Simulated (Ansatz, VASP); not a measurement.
## HfO2: VASP beside Ansatz

```xyz
3
Lattice="0.0000 2.5488 2.5488 2.5488 0.0000 2.5488 2.5488 2.5488 0.0000" Properties=species:S:1:pos:R:3 pbc="T T T"
Hf    0.0000    0.0000    0.0000
O     3.8232    3.8232    3.8232
O     1.2744    1.2744    1.2744
```

Alike in both runs: functional PBE; k mesh 8 × 8 × 8; no spin polarisation.

Ansatz relaxed the structure, and its values are those at the end. VASP's run is a single point on that final structure, the one shown.

|  | VASP | Ansatz |
| --- | --- | --- |
| version | VASP 6.6.1 | Ansatz 0.2.0 |
| potentials or method | VASP PAW PBE potentials, release 64 (Hf_pv, O) | scalar-relativistic, plane waves, PAW |
| plane-wave cutoff (eV) | 520 | 420 |
| occupations | gaussian, width 0.01 eV | fixed |
| valence electrons in the cell | 22 | 38 |

Ansatz gave:

| Property | Result |
| --- | --- |
| gap on the k mesh at the Fermi level (eV) | 3.75 |
| least direct gap on the mesh (eV) | 3.75 |
| pressure (GPa) | 0.0 |

**Question.** Which values does VASP return?

**Answer.** gap on the k mesh at the Fermi level (eV): 3.76; least direct gap on the mesh (eV): 3.76; pressure (GPa): -3.6.

The two sets of potentials don't hold the same shells in valence.

Caveats: spin-orbit coupling is left out, which moves the levels of the heavy elements. A k mesh can miss the band edges.
